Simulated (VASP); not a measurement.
# CdSe (Cadmoselite) (P6_3mc) in VASP: further runs, part 2 of 3

VASP 6.6.1. The steps go on from the part before.

## 3. Single point, PBE exchange alone

Contents of INCAR:

```
  PREC = Accurate
  ENCUT = 520
  EDIFF = 1E-6
  ISMEAR = -1
  SIGMA = 0.05
  LREAL = F
  LASPH = T
  NELM = 60
  ALGO = Normal
  ISIF = 2
  LWAVE = F
  LCHARG = T
  GGA = PE
  ALDAC = 0.0
  AGGAC = 0.0
  LELF = T
  LVHAR = T
  NBANDS = 26
```

Contents of KPOINTS:

```
regular mesh
0
Gamma
  7 7 4
```

Contents of POSCAR:

```
CdSe
1.0
    4.3000000000      0.0000000000      0.0000000000
   -2.1500000000      3.7239092363      0.0000000000
    0.0000000000      0.0000000000      7.0200000000
Cd Se
2 2
Direct
    0.6666666667      0.3333333333      0.5000000000
    0.3333333333      0.6666666667      0.0000000000
    0.6666666667      0.3333333333      0.8850000000
    0.3333333333      0.6666666667      0.3850000000
```

Potentials or basis: VASP PAW PBE potentials, release 64 (Cd, Se).

Command:

```sh
cat potpaw_PBE.64/Cd/POTCAR potpaw_PBE.64/Se/POTCAR > POTCAR
mpirun -np 1 vasp_std > vasp.out
```

OUTCAR:

```text
PREC = Accurate
   ENCUT = 520
   EDIFF = 1E-6
   ISMEAR = -1
   LREAL = F
   LASPH = T
   NELM = 60
   ISIF = 2
   GGA = PE

 ion  position               nearest neighbor table
   1  0.667  0.333  0.500-   4 2.61   4 2.61   4 2.61   3 2.70
   2  0.333  0.667  0.000-   3 2.61   3 2.61   3 2.61   4 2.70
   3  0.667  0.333  0.885-   2 2.61   2 2.61   2 2.61   1 2.70
   4  0.333  0.667  0.385-   1 2.61   1 2.61   1 2.61   2 2.70

  LATTYP: Found a hexagonal cell.
 ALAT       =     4.3000000000
 C/A-ratio  =     1.6325581395

  Lattice vectors:

 A1 = (   4.3000000000,   0.0000000000,   0.0000000000)
 A2 = (  -2.1500000000,   3.7239092363,   0.0000000000)
 A3 = (   0.0000000000,   0.0000000000,   7.0200000000)

Analysis of symmetry for initial positions (statically):
=====================================================================
 Subroutine PRICEL returns:
 Original cell was already a primitive cell.

 Routine SETGRP: Setting up the symmetry group for a
 hexagonal supercell.

 Subroutine GETGRP returns: Found 12 space group operations
 (whereof  6 operations were pure point group operations)
 out of a pool of 24 trial point group operations.

The static configuration has the point symmetry C_3v.
 The point group associated with its full space group is C_6v.

Analysis of symmetry for dynamics (positions and initial velocities):
=====================================================================
 Subroutine PRICEL returns:
 Original cell was already a primitive cell.

 Routine SETGRP: Setting up the symmetry group for a
 hexagonal supercell.

 Subroutine GETGRP returns: Found 12 space group operations
 (whereof  6 operations were pure point group operations)
 out of a pool of 24 trial point group operations.

The dynamic configuration has the point symmetry C_3v.
 The point group associated with its full space group is C_6v.

 Subroutine INISYM returns: Found 12 space group operations
 (whereof  6 operations are pure point group operations),
 and found     1 'primitive' translations

----------------------------------------------------------------------------------------

                                     Primitive cell

  volume of cell :     112.4099

  direct lattice vectors                    reciprocal lattice vectors
     4.300000000  0.000000000  0.000000000     0.232558140  0.134267504  0.000000000
    -2.150000000  3.723909236  0.000000000     0.000000000  0.268535009  0.000000000
     0.000000000  0.000000000  7.020000000     0.000000000  0.000000000  0.142450142

  length of vectors
     4.300000000  4.300000000  7.020000000     0.268535009  0.268535009  0.142450142

  position of ions in fractional coordinates (direct lattice)
     0.666666667  0.333333333  0.500000000
     0.333333333  0.666666667  0.000000000
     0.666666667  0.333333333  0.885000000
     0.333333333  0.666666667  0.385000000

  ion indices of the primitive-cell ions
   primitive index   ion index
                 1           1
                 2           2
                 3           3
                 4           4

----------------------------------------------------------------------------------------

 KPOINTS: regular mesh

Automatic generation of k-mesh.
 Grid dimensions read from file:
 generate k-points for:    7    7    4

 Generating k-lattice:

  Cartesian coordinates                     Fractional coordinates (reciprocal lattice)
     0.033222591  0.019181072  0.000000000     0.142857143  0.000000000  0.000000000
     0.000000000  0.038362144  0.000000000     0.000000000  0.142857143  0.000000000
     0.000000000  0.000000000  0.035612536     0.000000000  0.000000000  0.250000000

  Length of vectors
     0.038362144  0.038362144  0.035612536

  Shift w.r.t. Gamma in fractional coordinates (k-lattice)
     0.000000000  0.000000000  0.000000000

 Subroutine IBZKPT returns following result:
 ===========================================

 Found     24 irreducible k-points:

 Following reciprocal coordinates:
            Coordinates               Weight
  0.000000  0.000000  0.000000      1.000000
  0.142857  0.000000  0.000000      6.000000
  0.285714 -0.000000  0.000000      6.000000
  0.428571 -0.000000  0.000000      6.000000
  0.142857  0.142857  0.000000      6.000000
  0.285714  0.142857  0.000000     12.000000
[... 16 lines left out ...]
  0.428571  0.142857  0.500000      6.000000
  0.285714  0.285714  0.500000      6.000000
   k-points           NKPTS =     24   k-points in BZ     NKDIM =     24   number of bands    NBANDS=     26
   number of dos      NEDOS =    301   number of ions     NIONS =      4
   total plane-waves  NPLWV =  55296
   dimension x,y,z NGX =    32 NGY =   32 NGZ =   54
   dimension x,y,z NGXF=    64 NGYF=   64 NGZF=  108
   ions per type =               2   2
   NGX,Y,Z   is equivalent  to a cutoff of  12.37, 12.37, 12.79 a.u.
   NGXF,Y,Z  is equivalent  to a cutoff of  24.74, 24.74, 25.58 a.u.
 SYSTEM =  unknown system
   PREC   = accura    normal or accurate (medium, high low for compatibility)
   ISTART =      0    job   : 0-new  1-cont  2-samecut
   ICHARG =      2    charge: 1-file 2-atom 10-const
   ISPIN  =      1    spin polarized calculation?
   LNONCOLLINEAR =      F non collinear calculations
   LSORBIT =      F    spin-orbit coupling
   LASPH  =      T    aspherical Exc in radial PAW
   ENCUT  =  520.0 eV  38.22 Ry    6.18 a.u.   8.00  8.00 13.05*2*pi/ulx,y,z
   NELM   =     60;   NELMIN=  2; NELMDL= -5     # of ELM steps
   EDIFF  = 0.1E-05   stopping-criterion for ELM
   LREAL  =      F    real-space projection
   EDIFFG = 0.1E-04   stopping-criterion for IOM
   NSW    =      0    number of steps for IOM
   IBRION =     -1    ionic relax: 0-MD 1-quasi-New 2-CG
   NFREE  =      0    steps in history (QN), initial steepest desc. (CG)
   ISIF   =      2    stress and relaxation
   ISYM   =      2    0-nonsym 1-usesym 2-fastsym
   POTIM  = 0.5000    time-step for ionic-motion
   TEBEG  =    0.0;   TEEND  =   0.0 temperature during run
   PSTRESS=    0.0 pullay stress
   NELECT =      36.0000    total number of electrons
   NUPDOWN=      -1.0000    fix difference up-down
   EMIN   =  10.00;   EMAX   =-10.00  energy-range for DOS
   EFERMI =   0.00;   METHOD = LEGACY
   ISMEAR =    -1;   SIGMA  =   0.05  broadening in eV -4-tet -1-fermi 0-gaus
   EFERMI_NEDOS =   21; number of points for ismear=-14 and -15
   IALGO  =     38    algorithm
   IMIX   =      4    mixing-type and parameters
     AMIX     =   0.40;   BMIX     =  1.00
     AMIX_MAG =   1.60;   BMIX_MAG =  1.00
  volume/ion in A,a.u.               =      28.10       189.64
  Fermi-wavevector in a.u.,A,eV,Ry     =   1.120059  2.116604 17.068937  1.254531
  Thomas-Fermi vector in A             =   2.256702
   LORBIT       =      0    0 simple, 1 ext, 2 COOP (PROOUT), +10 PAW based schemes
   GGA     = PE    functional components
   LHFCALC =     F    Hartree Fock is set to
   AEXX    =    0.0000 exact exchange contribution
   IVDW    =     0    specifies the selected vdW correction
   LEPSILON=     F    determine dielectric tensor
   LRPA    =     F    only Hartree local field effects (RPA)
 non-spin polarized calculation
  energy-cutoff  :      520.00
  volume of cell :      112.41
 maximum number of plane-waves:      3042
 NGX is ok and might be reduce to    32
   NGX = 15   NGY = 15   NGZ = 27

 number of electron      35.9999998 magnetization

 Free energy of the ion-electron system (eV)
  ---------------------------------------------------
  ext. energy  EPLUGINS =         0.00000000
  ---------------------------------------------------
  free energy    TOTEN  =        -6.42418405 eV

  energy without entropy =       -6.42416345  energy(sigma->0) =       -6.42417375

 E-fermi :   2.7598     XC(G=0):  -7.3917

 val. band max:        2.3955998756   @ k =   0.0000   0.0000   0.0000
 cond. band min:       3.0591658393   @ k =   0.0000   0.0000   0.0000
 fundamental gap:      0.6635659638
 Fermi energy:         2.7598198274

 k-point     1 :       0.0000    0.0000    0.0000
  band No.  band energies     occupation
      1     -10.2191      2.00000
      2      -9.8520      2.00000
      3      -5.4829      2.00000
      4      -5.4829      2.00000
      5      -5.4257      2.00000
      6      -5.4257      2.00000
[... 685 lines left out ...]
     25      10.4796      0.00000
     26      10.4796      0.00000

------------------------ aborting loop because EDIFF is reached ----------------------------------------

  FORCE on cell =-STRESS in cart. coord.  units (eV):
  Direction    XX          YY          ZZ          XY          YZ          ZX
  --------------------------------------------------------------------------------------
  -------------------------------------------------------------------------------------
  Total        8.5177215      8.5177215      6.7728385      0.0000000      0.0000000      0.0000000
  in kB      121.4029846    121.4029846     96.5331881      0.0000000      0.0000000      0.0000000
  external PRESSURE =     113.1130524 kB  Pullay stress =       0.0000000 kB

 VOLUME and BASIS-vectors are now :
 -----------------------------------------------------------------------------
  energy-cutoff  :      520.00
  volume of cell :      112.41
      direct lattice vectors                 reciprocal lattice vectors
     4.300000000  0.000000000  0.000000000     0.232558140  0.134267504  0.000000000
    -2.150000000  3.723909236  0.000000000     0.000000000  0.268535009  0.000000000
     0.000000000  0.000000000  7.020000000     0.000000000  0.000000000  0.142450142

 POSITION                                       TOTAL-FORCE (eV/Angst)
 -----------------------------------------------------------------------------------
      2.15000      1.24130      3.51000        -0.000000      0.000000      0.341468
     -0.00000      2.48261      0.00000         0.000000     -0.000000      0.341468
      2.15000      1.24130      6.21270        -0.000000      0.000000     -0.341468
     -0.00000      2.48261      2.70270         0.000000      0.000000     -0.341468
 -----------------------------------------------------------------------------------
    total drift:                               -0.000000     -0.000000     -0.000076

  FREE ENERGIE OF THE ION-ELECTRON SYSTEM (eV)
  ---------------------------------------------------
  free  energy   TOTEN  =        -6.4241840478 eV

  energy  without entropy=       -6.4241634533  energy(sigma->0) =       -6.42417375
```

It took 31 s on 1 thread of Intel Xeon 6975P-C (Granite Rapids), shared host; peak memory 0.25 GiB.

What came out:

- Free energy: -6.4242 eV
- Pressure: 11.3 GPa
- Largest force: 0.341 eV/Å
- Band gap on the k mesh: 0.66 eV, direct

Forces on the atoms (eV/Å):
```
Cd   0.000  0.000  0.341
Cd   0.000  0.000  0.341
Se   0.000  0.000 -0.341
Se   0.000  0.000 -0.341
```

Stress tensor (GPa, compression positive):
```
12.14  0.00  0.00
 0.00 12.14  0.00
 0.00  0.00  9.65
```

Levels at points of the mesh, in eV from the valence-band top:
| k point | band 15 | band 16 | band 17 | band 18 | band 19 | band 20 | band 21 | band 22 |
| --- | --- | --- | --- | --- | --- | --- | --- | --- |
| (0.00, 0.00, 0.00) | -0.72 | -0.02 | 0.00 | 0.00 | 0.66 | 2.09 | 5.86 | 5.86 |
| (0.00, 0.00, 0.50) | -0.37 | -0.37 | -0.37 | -0.37 | 2.30 | 2.30 | 5.86 | 5.86 |

(Continued in part 3 of 3.)
